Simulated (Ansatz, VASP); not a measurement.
Pd in VASP and in Ansatz

File POSCAR:

```
Pd
1.0
   -1.5929712806      1.5929712806      1.5929712806
    1.5929712806     -1.5929712806      1.5929712806
    1.5929712806      1.5929712806     -1.5929712806
Pd
1
Direct
    0.0000000000      0.0000000000      0.0000000000
```

Contents of INCAR.step1:

```
SYSTEM = Pd
PREC = Accurate ; ENCUT = 520
ISMEAR = -1 ; SIGMA = 0.05
LREAL = .False. ; LASPH = .True.
NELM = 60 ; NBANDS = 11
GGA = PE ; ALGO = Normal
EDIFF = 1E-4 ; LWAVE = .True.
LCHARG = .False.
```

File INCAR.step2:

```
SYSTEM = Pd
PREC = Accurate ; ENCUT = 520
EDIFF = 1E-6 ; ISMEAR = -1
SIGMA = 0.05 ; LREAL = .False.
LASPH = .True. ; NELM = 60
ALGO = Normal ; ISIF = 2
LWAVE = .False. ; LCHARG = .False.
METAGGA = R2SCAN ; LMIXTAU = .True.
NBANDS = 11 ; ISTART = 1
```

File KPOINTS:

```
Automatic mesh
0
Gamma
  12 12 12
  0 0 0
```

The input input.yaml:

```yaml
crystal:
  lattice:
    - [-1.5929712806, 1.5929712806, 1.5929712806]
    - [1.5929712806, -1.5929712806, 1.5929712806]
    - [1.5929712806, 1.5929712806, -1.5929712806]
  atoms:
    - { symbol: Pd, position: [0.0, 0.0, 0.0] }
hamiltonian:
  xc: r2scan
  pseudopotentials: { kind: paw }
kpoints:
  mp_grid: { grid: [12, 12, 12] }
scf:
  occupations: { method: fermi_dirac, width: 0.05 }
output:
  forces: true
  stress: true
  eigenvalues: true
  write_density: true
  write_potential: true
  elf: true
  volumetric_format: npy
```

This isn't the form of Pd at room conditions, which is fcc.

Alike in both runs: task single point; functional r2SCAN; k mesh 12 × 12 × 12; occupations fermi-dirac, width 0.05 eV; no spin polarisation.

```csv
,VASP,Ansatz
version,VASP 6.6.1,Ansatz 0.2.0
potentials or method,"VASP PAW PBE potentials, release 64 (Pd)",Ansatz PAW
plane-wave cutoff (eV),520,500
valence electrons in the cell,10,18
```

Ansatz gave:

```
gap on the k mesh at the Fermi level (eV) : none
pressure (GPa)                            : -10.8
```

Task: Estimate VASP's values.

Result: gap on the k mesh at the Fermi level (eV): none; pressure (GPa): -10.4.

A gap of «none» marks a metal or a gap that the smearing closes. The functional is the same, so the differences come from potentials, cutoffs and numerics. The two sets of potentials don't hold the same shells in valence.

Caveats: the PAW data sets were made with another functional, which shifts forces and pressure a little (VASP); the PAW data sets come from PBE, with cores solved anew for the run's functional, which leaves a small shift of forces and pressure (Ansatz).
